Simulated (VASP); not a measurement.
# GaP (F-43m) in VASP: relaxation of cell and atoms with r2SCAN

Aim: the relaxation of cell and atoms of GaP with r2SCAN.

Everything below comes from runs of VASP 6.6.1. Logs are shortened: lines on timing, memory, paths and dates and some standing lists are left out, and cuts for length are marked.

**1. The crystal as given**

Symmetry: F-43m, No. 216, cubic system. The conventional cell has a = 5.451 Å, b = 5.451 Å, c = 5.451 Å, α = 90.00°, β = 90.00°, γ = 90.00°. Around Ga (site symmetry -43m) lie 4 P at 2.36 Å. P (site symmetry -43m) has 4 Ga at 2.36 Å as nearest neighbours.

**2. Relaxation of cell and atoms, r2SCAN**

Contents of INCAR:

```
SYSTEM = GaP
PREC = Accurate
ENCUT = 600
EDIFF = 1E-7
ISMEAR = 0
SIGMA = 0.02
LREAL = .False.
LASPH = .True.
NELM = 80
ALGO = Normal
ISIF = 3
LWAVE = .False.
LCHARG = .False.
METAGGA = R2SCAN
LMIXTAU = .True.
IBRION = 2
NSW = 80
EDIFFG = -0.004
```

Contents of KPOINTS:

```
regular mesh
0
Gamma
  8 8 8
  0 0 0
```

Contents of POSCAR:

```
GaP
1.0
    0.0000000000      2.7252500000      2.7252500000
    2.7252500000      0.0000000000      2.7252500000
    2.7252500000      2.7252500000      0.0000000000
Ga P
1 1
Direct
    0.0000000000      0.0000000000      0.0000000000
    0.2500000000      0.2500000000      0.2500000000
```

Potentials or basis: VASP PAW PBE potentials, release 64 (Ga_d, P).

Command:

```bash
$ cat potpaw_PBE.64/Ga_d/POTCAR potpaw_PBE.64/P/POTCAR > POTCAR
$ mpirun -np 1 vasp_std > vasp.out
```

OUTCAR:

```text
SYSTEM = GaP
   PREC = Accurate
   ENCUT = 600
   EDIFF = 1E-7
   ISMEAR = 0
   LREAL = .False.
   LASPH = .True.
   NELM = 80
   ISIF = 3
   METAGGA = R2SCAN
   IBRION = 2
   NSW = 80
   EDIFFG = -0.004

 ion  position               nearest neighbor table
   1  0.000  0.000  0.000-   2 2.36   2 2.36   2 2.36   2 2.36
   2  0.250  0.250  0.250-   1 2.36   1 2.36   1 2.36   1 2.36

  LATTYP: Found a face centered cubic cell.
 ALAT       =     5.4505000000

  Lattice vectors:

 A1 = (   0.0000000000,   2.7252500000,   2.7252500000)
 A2 = (   2.7252500000,   0.0000000000,   2.7252500000)
 A3 = (   2.7252500000,   2.7252500000,   0.0000000000)

Analysis of symmetry for initial positions (statically):
=====================================================================
 Subroutine PRICEL returns:
 Original cell was already a primitive cell.

 Routine SETGRP: Setting up the symmetry group for a
 face centered cubic supercell.

 Subroutine GETGRP returns: Found 24 space group operations
 (whereof 24 operations were pure point group operations)
 out of a pool of 48 trial point group operations.

The static configuration has the point symmetry T_d .

Analysis of symmetry for dynamics (positions and initial velocities):
=====================================================================
 Subroutine PRICEL returns:
 Original cell was already a primitive cell.

 Routine SETGRP: Setting up the symmetry group for a
 face centered cubic supercell.

 Subroutine GETGRP returns: Found 24 space group operations
 (whereof 24 operations were pure point group operations)
 out of a pool of 48 trial point group operations.

The dynamic configuration has the point symmetry T_d .

 Subroutine INISYM returns: Found 24 space group operations
 (whereof 24 operations are pure point group operations),
 and found     1 'primitive' translations

----------------------------------------------------------------------------------------

                                     Primitive cell

  volume of cell :      40.4808

  direct lattice vectors                    reciprocal lattice vectors
     0.000000000  2.725250000  2.725250000    -0.183469406  0.183469406  0.183469406
     2.725250000  0.000000000  2.725250000     0.183469406 -0.183469406  0.183469406
     2.725250000  2.725250000  0.000000000     0.183469406  0.183469406 -0.183469406

  length of vectors
     3.854085511  3.854085511  3.854085511     0.317778334  0.317778334  0.317778334

  position of ions in fractional coordinates (direct lattice)
[... 92 lines left out ...]
   EMIN   =  10.00;   EMAX   =-10.00  energy-range for DOS
   EFERMI =   0.00;   METHOD = LEGACY
   ISMEAR =     0;   SIGMA  =   0.02  broadening in eV -4-tet -1-fermi 0-gaus
   EFERMI_NEDOS =   21; number of points for ismear=-14 and -15
   IALGO  =     38    algorithm
   IMIX   =      4    mixing-type and parameters
     AMIX     =   0.40;   BMIX     =  1.00
     AMIX_MAG =   1.60;   BMIX_MAG =  1.00
  volume/ion in A,a.u.               =      20.24       136.59
  Fermi-wavevector in a.u.,A,eV,Ry     =   1.249538  2.361284 21.243377  1.561344
  Thomas-Fermi vector in A             =   2.383574
   LORBIT       =      0    0 simple, 1 ext, 2 COOP (PROOUT), +10 PAW based schemes
   METAGGA = R2SCAN    functional components
   LHFCALC =     F    Hartree Fock is set to
   AEXX    =    0.0000 exact exchange contribution
   IVDW    =     0    specifies the selected vdW correction
   LEPSILON=     F    determine dielectric tensor
   LRPA    =     F    only Hartree local field effects (RPA)
 conjugate gradient relaxation of ions
 non-spin polarized calculation
 Gauss-broadening in eV      SIGMA  =   0.02
  energy-cutoff  :      600.00
  volume of cell :       40.48
 maximum number of plane-waves:      1365
   NGX = 15   NGY = 15   NGZ = 15

 number of electron      18.0000003 magnetization

 Free energy of the ion-electron system (eV)
  ---------------------------------------------------
  ext. energy  EPLUGINS =         0.00000000
  ---------------------------------------------------
  free energy    TOTEN  =       -21.46423251 eV

  energy without entropy =      -21.46423251  energy(sigma->0) =      -21.46423251

 E-fermi :   4.5439     XC(G=0): -10.5487

 val. band max:        4.4619883369   @ k =   0.0000   0.0000   0.0000
 cond. band min:       6.3643337922   @ k =   0.3750   0.3750   0.0000
 fundamental gap:      1.9023454553
 Fermi energy:         4.5439082262

 k-point     1 :       0.0000    0.0000    0.0000
  band No.  band energies     occupation
      1     -10.5282      2.00000
      2     -10.5282      2.00000
      3     -10.5282      2.00000
      4     -10.4150      2.00000
      5     -10.4150      2.00000
      6      -8.5592      2.00000
      7       4.4620      2.00000
      8       4.4620      2.00000
      9       4.4620      2.00000
     10       6.8063      0.00000
     11       8.6531      0.00000
     12       8.6532      0.00000
     13       8.6532      0.00000
[... 354 lines left out ...]
  band No.  band energies     occupation
      1     -10.6286      2.00000
      2     -10.4935      2.00000
      3     -10.4816      2.00000
      4     -10.4205      2.00000
      5     -10.4073      2.00000
      6      -5.9749      2.00000
      7      -2.1523      2.00000
      8       1.1737      2.00000
      9       2.4522      2.00000
     10       8.2867      0.00000
     11       9.1098      0.00000
     12      11.3843      0.00000
     13      12.8990      0.00000

 [... further k-points ...]

------------------------ aborting loop because EDIFF is reached ----------------------------------------

  FORCE on cell =-STRESS in cart. coord.  units (eV):
  Direction    XX          YY          ZZ          XY          YZ          ZX
  --------------------------------------------------------------------------------------
  -------------------------------------------------------------------------------------
  Total       -0.0076308     -0.0076308     -0.0076308      0.0000000      0.0000000      0.0000000
  in kB       -0.3020168     -0.3020168     -0.3020168      0.0000000      0.0000000      0.0000000
  external PRESSURE =      -0.3020168 kB  Pullay stress =       0.0000000 kB

 VOLUME and BASIS-vectors are now :
 -----------------------------------------------------------------------------
  energy-cutoff  :      600.00
  volume of cell :       40.48
      direct lattice vectors                 reciprocal lattice vectors
     0.000000000  2.725250000  2.725250000    -0.183469406  0.183469406  0.183469406
     2.725250000  0.000000000  2.725250000     0.183469406 -0.183469406  0.183469406
     2.725250000  2.725250000  0.000000000     0.183469406  0.183469406 -0.183469406

 POSITION                                       TOTAL-FORCE (eV/Angst)
 -----------------------------------------------------------------------------------
      0.00000      0.00000      0.00000        -0.000000     -0.000000     -0.000000
      1.36262      1.36262      1.36262         0.000000      0.000000      0.000000
 -----------------------------------------------------------------------------------
    total drift:                                0.000017      0.000017      0.000017

  FREE ENERGIE OF THE ION-ELECTRON SYSTEM (eV)
  ---------------------------------------------------
  free  energy   TOTEN  =       -21.4642325138 eV

  energy  without entropy=      -21.4642325138  energy(sigma->0) =      -21.46423251

 reached required accuracy - stopping structural energy minimisation
```

OSZICAR:

```text
N       E                     dE             d eps       ncg     rms          rms(c)
DAV:   1     0.737080167269E+02    0.73708E+02   -0.10178E+04   770   0.219E+03
DAV:   2    -0.166345934605E+02   -0.90343E+02   -0.87178E+02   809   0.366E+02
DAV:   3    -0.236173218733E+02   -0.69827E+01   -0.69501E+01   954   0.811E+01
[... 13 lines left out ...]
DAV:  17    -0.214642335086E+02    0.46646E-06   -0.75685E-07   929   0.882E-03    0.235E-03
DAV:  18    -0.214642329638E+02    0.54479E-06   -0.45745E-07   779   0.825E-03    0.867E-04
DAV:  19    -0.214642322465E+02    0.71730E-06   -0.84706E-08   587   0.336E-03    0.803E-04
DAV:  20    -0.214642325055E+02   -0.25908E-06   -0.59028E-08   452   0.319E-03    0.102E-04
DAV:  21    -0.214642325138E+02   -0.82914E-08   -0.51639E-09   392   0.101E-03
   1 F= -.21464233E+02 E0= -.21464233E+02  d E =-.214642E+02
```

CONTCAR:

```text
GaP
   1.00000000000000
     0.0000000000000000    2.7252500000000000    2.7252500000000000
     2.7252500000000000    0.0000000000000000    2.7252500000000000
     2.7252500000000000    2.7252500000000000    0.0000000000000000
  Ga              P
     1     1
Direct
     0.0000000000000000    0.0000000000000000    0.0000000000000000
     0.2500000000000000    0.2500000000000000    0.2500000000000000

  0.00000000E+00  0.00000000E+00  0.00000000E+00
  0.00000000E+00  0.00000000E+00  0.00000000E+00
```

Run time: 69 s. Hardware: 1 thread of AMD EPYC 9R45 (Zen 5), shared host; peak memory 0.16 GiB.

Results:

| Item | Value |
| --- | --- |
| Free energy | -21.4642 eV |
| Pressure after relaxing | 0.0 GPa |
| Band gap on the k mesh | 1.90 eV, indirect (least direct gap 2.34 eV) |

Final structure:
```xyz
2
Lattice="0.0000 2.7252 2.7252 2.7252 0.0000 2.7252 2.7252 2.7252 0.0000" Properties=species:S:1:pos:R:3 pbc="T T T"
Ga    0.0000    0.0000    0.0000
P     1.3626    1.3626    1.3626
```

Levels at points of the mesh, in eV from the valence-band top:
```tsv
k point	band 6	band 7	band 8	band 9	band 10	band 11	band 12	band 13
(0.00, 0.00, 0.00)	-13.02	0.00	0.00	0.00	2.34	4.19	4.19	4.19
(0.50, 0.00, 0.00)	-10.86	-6.84	-1.17	-1.17	2.04	5.06	5.06	8.83
(0.50, 0.50, 0.00)	-9.92	-6.96	-2.80	-2.80	1.91	2.10	11.35	11.35
```

Caveat: the relaxation stopped at its first step, so nothing moved; the PAW data sets were made with another functional, which shifts forces and pressure a little. r2SCAN opens gaps a little over a GGA but as a rule still falls short of measured ones.
